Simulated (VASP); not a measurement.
# InSb in VASP 6.6.1, single-point calculation

INCAR

```
ISIF = 2
LASPH = .TRUE.
PREC = Accurate
NELM = 95
IBRION = -1
EDIFF = 1E-7
NSW = 0
NBANDS = 11
ENCUT = 250
GGA = PE
LWAVE = .FALSE.
SIGMA = 0.02
LREAL = .FALSE.
LCHARG = .FALSE.
ISMEAR = -1
```

KPOINTS

```
KPOINTS created by Atomic Simulation Environment
0
Gamma
6 6 6
0 0 0
```

POSCAR

```
In Sb
 1.0000000000000000
     0.0000000000000000    3.2795130174999998    3.1811276270000000
     3.2795130174999998    0.0000000000000000    3.1811276270000000
     3.2795130174999998    3.2795130174999998    0.0000000000000000
 In  Sb
   1   1
Cartesian
  0.0000000000000000  0.0000000000000000  0.0000000000000000
  1.6397565087499997  1.6397565087499997  1.5905638135000000
```

The recommended PBE PAW datasets give the neutral cell 18 valence electrons.

Command

```
mpirun -np 1 vasp_std
```

Q: How does this run end, and what does it give?

A: It converged. Results: gap between bands v and c on the k mesh 0.14 eV; least direct gap on the k mesh 0.14 eV; pressure 2.7 GPa. Band v is the last that the valence electrons fill when counted band by band, and c is the next.

OSZICAR

```
N       E                     dE             d eps       ncg     rms          rms(c)
DAV:   1     0.858751442722E+02    0.85875E+02   -0.56412E+03   668   0.925E+02
DAV:   2    -0.200325449319E+01   -0.87878E+02   -0.86734E+02   714   0.275E+02
DAV:   3    -0.690448336848E+01   -0.49012E+01   -0.48911E+01   777   0.726E+01
DAV:   4    -0.699719489399E+01   -0.92712E-01   -0.92603E-01   842   0.121E+01
DAV:   5    -0.699947573788E+01   -0.22808E-02   -0.22802E-02   818   0.134E+00    0.413E+00
DAV:   6    -0.690153810300E+01    0.97938E-01   -0.19731E-01   778   0.735E+00    0.243E+00
DAV:   7    -0.688746943467E+01    0.14069E-01   -0.84483E-02   781   0.318E+00    0.639E-01
DAV:   8    -0.688847230641E+01   -0.10029E-02   -0.88165E-03   777   0.138E+00    0.245E-01
DAV:   9    -0.688902531973E+01   -0.55301E-03   -0.87316E-04   756   0.359E-01    0.839E-02
DAV:  10    -0.688910882870E+01   -0.83509E-04   -0.63847E-05   753   0.603E-02    0.335E-02
DAV:  11    -0.688914820346E+01   -0.39375E-04   -0.69845E-05   690   0.659E-02    0.184E-02
DAV:  12    -0.688914872834E+01   -0.52488E-06   -0.75290E-07   817   0.684E-03    0.604E-03
DAV:  13    -0.688914911322E+01   -0.38487E-06   -0.16926E-06   684   0.100E-02    0.183E-03
DAV:  14    -0.688914911908E+01   -0.58683E-08   -0.15708E-08   552   0.106E-03
   1 F= -.68891491E+01 E0= -.68891161E+01  d E =-.660041E-04
```

Standard output (part)

```
POSCAR found type information on POSCAR InSb
 POSCAR found :  2 types and       2 ions
 LDA part: xc-table for (Slater+PW92), standard interpolation
 POSCAR, INCAR and KPOINTS ok, starting setup
 WAVECAR not read
 entering main loop
```

For comparison, a separate PBE run of the intended cell, on usual settings and not on those above, gives a gap of 0.14 eV on its mesh and a pressure of 2.8 GPa.
